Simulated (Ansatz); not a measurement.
A calculation with Ansatz 0.2.0 of TaN (native input, structure typed inline):

Contents of input.yaml:

```yaml
crystal:
  lattice:
    - [2.938, 0.0, 0.0]
    - [-1.469, 2.5443826363, 0.0]
    - [0.0, 0.0, 2.883]
  atoms:
    - { symbol: Ta, position: [0.0, 0.0, 0.5] }
    - { symbol: "N", position: [0.6666666667, 0.3333333333, 0.0] }
hamiltonian:
  xc: { exchange: rpw86, correlation: pbe }
  pseudopotentials: { kind: paw_fr }
  dispersion: d4
magnetization:
  noncollinear: true
  spin_orbit: true
kpoints:
  mp_grid: { grid: [10, 10, 9] }
scf:
  occupations: { method: fermi_dirac, width: 0.01 }
output:
  forces: true
  stress: true
  eigenvalues: true
```

Potentials or basis: Ansatz PAW.

Run with:

```bash
$ ansatz run input.yaml --threads 2 --pin off --max-ram 5120MiB --backend cpu --events-out ev --progress --plain --runs-dir out
```

**Question.** Write the same calculation in another form: ASE script, structure from a POSCAR.

**Answer.** As run:

Contents of run.py:

```python
import json

import ase.io
import numpy as np
from ase.calculators.calculator import CalculationFailed, Calculator
from ase.stress import full_3x3_to_voigt_6_stress
from ase.units import GPa

import ansatz as az

class AnsatzCalculator(Calculator):
    implemented_properties = ["energy", "free_energy", "forces", "stress", "magmom"]

    def calculate(self, atoms, properties, system_changes):
        super().calculate(atoms, properties, system_changes)
        structure = atoms.copy()
        structure.set_constraint()
        structure.set_momenta(None)
        structure.set_masses(None)
        outcome = (
            az.Crystal.from_ase(structure)
            .calculation()
            .basis(xc_grid=2)
            .kpoints(10, 10, 9)
            .functional(exchange="rpw86", correlation="pbe", dispersion="d4")
            .pseudopotentials(kind="paw_fr")
            .spin("noncollinear", soc=True)
            .scf(tolerance=2e-10)
            .occupations(method="fermi_dirac", width=0.01)
            .forces()
            .stress()
            .run(threads=2)
        )
        if not outcome.report["converged"]:
            raise CalculationFailed("SCF not converged")
        report = outcome.report
        self.results = {
            "free_energy": report["lagrangian_ev"],
            "energy": report["lagrangian_ev"],
            "forces": np.array(report["forces_ev_ang"]),
            "stress": -GPa * full_3x3_to_voigt_6_stress(report["stress_gpa"]),
            "magmom": report["magnetization_mub"],
        }

np.set_printoptions(precision=5, suppress=True, linewidth=110)
atoms = ase.io.read("POSCAR", format="vasp")
atoms.calc = AnsatzCalculator()
print(f"free energy {atoms.get_potential_energy():.6f} eV")
print("forces (eV/A)", atoms.get_forces(), sep="\n")
print("stress (GPa, Voigt, tension positive)", atoms.get_stress() / GPa, sep="\n")
print(f"moment {atoms.get_magnetic_moment():.4f} muB")
```

The input POSCAR:

```
TaN
1.0
    2.9380000000      0.0000000000      0.0000000000
   -1.4690000000      2.5443826363      0.0000000000
    0.0000000000      0.0000000000      2.8830000000
Ta N
1 1
Direct
    0.0000000000      0.0000000000      0.5000000000
    0.6666666667      0.3333333333      0.0000000000
```

Potentials or basis: Ansatz PAW.

Command:

```console
$ python run.py
```

Both were run:

|  | native input, structure typed inline | ASE script, structure from a POSCAR |
| --- | --- | --- |
| Pressure | 11.5 GPa | 11.5 GPa |

Keys that steer only the numerical path or the files written may differ.

Caveat: the potentials were made for another functional, which shifts forces and pressure; the pressure holds a Pulay correction of +0.5 GPa for the finite cutoff.
